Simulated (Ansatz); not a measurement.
# Stress against strain in InSb

```
CELL_PARAMETERS angstrom
5.35700 0.00000 0.00000
0.00000 5.71200 0.00000
0.00000 0.00000 3.06300
ATOMIC_POSITIONS crystal
In 0.00000 0.00000 0.00000
In 0.50000 0.50000 0.00000
Sb 0.50000 0.00000 0.83500
Sb 0.00000 0.50000 0.16500
```

Atom numbers follow the list: In1, In2, Sb3, Sb4.

The cell comes from COD entry 1525500, which wasn't checked; take it as a given geometry.

Spin–orbit coupling is left out, though it moves levels of the heavy atoms by tenths of an eV or more.

Computed with Ansatz 0.2.0, DFT, PBE, all-electron LAPW, scalar-relativistic.

Settings: a Γ-centred 6×6×11 k mesh, Fermi–Dirac smearing of 0.08 eV, basis error target 1 meV/atom, no spin polarisation.

The strain is applied along the Cartesian axes of the cell as listed (the other components stay zero). Fractional coordinates are held (clamped ions).

σ is the change of stress from the unstrained cell, which is at 17.87 GPa; tension is positive, so slopes are stress–strain coefficients at that pressure. In a metal the k mesh adds noise.

Only quantities that a quadratic follows smoothly over the whole series are listed; rougher ones are left out.

```tsv
εxx = εyy	σzz (GPa)	σxx (GPa)
-0.0300	-4.55	-14.22
-0.0200	-2.85	-9.09
-0.0100	-1.28	-4.38
0.0000	0.00	0.00
0.0100	1.02	4.07
0.0300	2.57	11.16
```

**Question.** Fit the series and read off the stiffness at zero strain.

**Answer.** Least-squares fits y = p0 + p1 x + p2 x² to the rows give σzz (GPa): p1 = 119, p2 = -1100; σxx (GPa): p1 = 423, p2 = -1700. So C13 + C23 = 119 GPa and C11 + C12 = 423 GPa, for these axes.

**Question.** One run, at εxx = εyy = 0.0200, is withheld. Predict its row.

**Answer.** The fits give 1.92, 7.78; the run gave 1.89, 7.77.
